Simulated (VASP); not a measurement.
# Sc, equation of state: which settings are enough?

Sc, P6_3/mmc (no. 194), 2 atoms in the cell. RevPBE; PAW potentials Sc_sv (PBE set). VASP 6.6.1.

Wanted: equilibrium volume within 0.2 %; bulk modulus within 1 %.

What the run is for: equation of state; Accuracy asked: standard.

The series start from Plane-wave cutoff (eV): 290; Smearing width (eV): 0.1; k-point mesh: 13 × 13 × 7; Volumes: 5 from 0.92 to 1.08; Precision mode (PREC): Accurate; Electronic threshold (eV): 1e-6; Aspherical gradient terms in the spheres (LASPH): yes; Start of each volume: each volume from scratch. Each series keeps the choices made before it, and each single choice may use up half of a tolerance. Times cover all steps of a run.

## Plane-wave cutoff (eV)

| Plane-wave cutoff (eV) | Equilibrium volume (Å³/atom) | Bulk modulus (GPa) | Time (s) |
|---|---|---|---|
| 180 | 25.45 | 43.96 | 12 |
| 220 | 25.43 | 51.73 | 16 |
| 260 | 25.43 | 51.72 | 21 |
| 290 | 25.42 | 51.83 | 22 |
| 340 | 25.41 | 51.69 | 26 |
| 390 | 25.4 | 51.85 | 39 |
| 470 | 25.4 | 51.83 | 43 |
| 590 (reference) | 25.4 | 51.84 | 65 |

Chosen: 340, the loosest value from which every tighter one stays within half of the tolerance.

## Smearing width (eV)

| Smearing width (eV) | Equilibrium volume (Å³/atom) | Bulk modulus (GPa) | Time (s) |
|---|---|---|---|
| 0.4 | 25.42 | 51.65 | 26 |
| 0.3 | 25.42 | 51.49 | 26 |
| 0.2 | 25.41 | 51.45 | 27 |
| 0.15 | 25.41 | 51.51 | 26 |
| 0.1 | 25.41 | 51.69 | 26 |
| 0.05 (reference) | 25.41 | 51.75 | 26 |

Chosen: 0.15.

## k-point mesh

| k-point mesh | Equilibrium volume (Å³/atom) | Bulk modulus (GPa) | Time (s) |
|---|---|---|---|
| 4 × 4 × 2 | 25.61 | 53.22 | 8.9 |
| 5 × 5 × 3 | 25.66 | 51.54 | 10 |
| 7 × 7 × 4 | 25.29 | 52.28 | 13 |
| 8 × 8 × 5 | 25.44 | 51.33 | 15 |
| 10 × 10 × 6 | 25.41 | 51.18 | 20 |
| 13 × 13 × 7 | 25.41 | 51.51 | 26 |
| 15 × 15 × 8 (reference) | 25.4 | 51.22 | 38 |

Chosen: 15 × 15 × 8; the next looser run is off by more than half of the tolerance, so convergence isn't shown beyond this value.

## Volumes

| Volumes | Equilibrium volume (Å³/atom) | Bulk modulus (GPa) | Time (s) |
|---|---|---|---|
| 5 from 0.88 to 1.12 | 25.41 | 51.3 | 40 |
| 5 from 0.92 to 1.08 | 25.4 | 51.22 | 38 |
| 7 from 0.91 to 1.09 (reference) | 25.41 | 51.32 | 52 |

Chosen: 5 from 0.88 to 1.12.

## Precision mode (PREC)

| Precision mode (PREC) | Equilibrium volume (Å³/atom) | Bulk modulus (GPa) | Time (s) |
|---|---|---|---|
| SingleN | 25.4 | 50.62 | 24 |
| Normal | 25.41 | 51.23 | 24 |
| Accurate (reference) | 25.41 | 51.3 | 40 |

Chosen: Normal.

## Electronic threshold (eV)

| Electronic threshold (eV) | Equilibrium volume (Å³/atom) | Bulk modulus (GPa) | Time (s) |
|---|---|---|---|
| 0.001 | 25.41 | 51.24 | 19 |
| 0.0001 | 25.41 | 51.23 | 19 |
| 1e-5 | 25.41 | 51.23 | 21 |
| 1e-6 | 25.41 | 51.23 | 24 |
| 1e-7 (reference) | 25.41 | 51.23 | 25 |

Chosen: 0.001.

## Aspherical gradient terms in the spheres (LASPH)

| Aspherical gradient terms in the spheres (LASPH) | Equilibrium volume (Å³/atom) | Bulk modulus (GPa) | Time (s) |
|---|---|---|---|
| yes | 25.41 | 51.24 | 19 |
| no | 25.41 | 51.24 | 17 |

Chosen: yes; no other choice that stays within half of the tolerance saves 30 % of the time.

## Start of each volume

| Start of each volume | Equilibrium volume (Å³/atom) | Bulk modulus (GPa) | Time (s) |
|---|---|---|---|
| each volume from scratch | 25.41 | 51.24 | 19 |
| orbitals of the volume before (WAVECAR) | 25.41 | 51.23 | 12 |

Chosen: orbitals of the volume before (WAVECAR), the fastest of those that stay within half of the tolerance.

## All choices together

| Input | Equilibrium volume (Å³/atom) | Bulk modulus (GPa) | Time (s) |
|---|---|---|---|
| the program's defaults (naive) | 25.65 | 47.25 | 3.4 |
| chosen settings | 25.41 | 51.23 | 12 |
| reference settings throughout | 25.4 | 51.41 | 146 |

The chosen settings stay within the tolerance of the reference run, but the reference itself isn't shown to be converged in: k-point mesh.

## The input

INCAR:
```
SYSTEM = Sc
GGA = RE ; ISMEAR = 2
SIGMA = 0.15 ; LWAVE = .TRUE.
LCHARG = .FALSE. ; ISIF = 2
NSW = 0 ; PREC = Normal
LASPH = .TRUE. ; LREAL = .FALSE.
ALGO = Normal ; EDIFF = 0.001
NELM = 120 ; GGA_COMPAT = .FALSE.
ENCUT = 340 ; KPAR = 4
```

KPOINTS:
```
Automatic mesh
0
Gamma
  15 15 8
  0 0 0
```

POSCAR.step1:
```
Sc
1.0
    3.1709616614      0.0000000000      0.0000000000
   -1.5854808307      2.7461333532      0.0000000000
    0.0000000000      0.0000000000      5.0533188664
Sc
2
Direct
    0.6666666667      0.3333333333      0.7500000000
    0.3333333333      0.6666666667      0.2500000000
```

POSCAR.step2:
```
Sc
1.0
    3.2414504337      0.0000000000      0.0000000000
   -1.6207252169      2.8071784207      0.0000000000
    0.0000000000      0.0000000000      5.1656514271
Sc
2
Direct
    0.6666666667      0.3333333333      0.7500000000
    0.3333333333      0.6666666667      0.2500000000
```

POSCAR.step3:
```
Sc
1.0
    3.3090000000      0.0000000000      0.0000000000
   -1.6545000000      2.8656780611      0.0000000000
    0.0000000000      0.0000000000      5.2733000000
Sc
2
Direct
    0.6666666667      0.3333333333      0.7500000000
    0.3333333333      0.6666666667      0.2500000000
```

POSCAR.step4:
```
Sc
1.0
    3.3738988294      0.0000000000      0.0000000000
   -1.6869494147      2.9218820960      0.0000000000
    0.0000000000      0.0000000000      5.3767242965
Sc
2
Direct
    0.6666666667      0.3333333333      0.7500000000
    0.3333333333      0.6666666667      0.2500000000
```

POSCAR.step5:
```
Sc
1.0
    3.4363925966      0.0000000000      0.0000000000
   -1.7181962983      2.9760032860      0.0000000000
    0.0000000000      0.0000000000      5.4763158295
Sc
2
Direct
    0.6666666667      0.3333333333      0.7500000000
    0.3333333333      0.6666666667      0.2500000000
```

Commands (each step's output is kept before the next begins):
```
cat potpaw_PBE.64/Sc_sv/POTCAR > POTCAR
cp POSCAR.step1 POSCAR
mpirun -np 4 vasp_std > vasp.out
cp POSCAR.step2 POSCAR
mpirun -np 4 vasp_std > vasp.out
cp POSCAR.step3 POSCAR
mpirun -np 4 vasp_std > vasp.out
cp POSCAR.step4 POSCAR
mpirun -np 4 vasp_std > vasp.out
cp POSCAR.step5 POSCAR
mpirun -np 4 vasp_std > vasp.out
```

Limits: Every volume keeps the cell's shape and the atoms' fractional positions, so the modulus is that of a clamped cell, stiffer than the relaxed one, above all in layered crystals.

The chosen input took VASP 6.6.1 12 s on 4 cores (AMD EPYC 9R45 (Zen 5)), a shared host.

## An input that fails: cutoff far too low

It runs to its end, but against the unchanged starting input it is off by 3.4 % in the equilibrium volume, 10 % in the bulk modulus.

Changes against the starting input:
```
(all steps)
- PREC = Accurate
- NELM = 120
- ENCUT = 290
+ PREC = Low
+ NELM = 63
+ ENCUT = 140
```
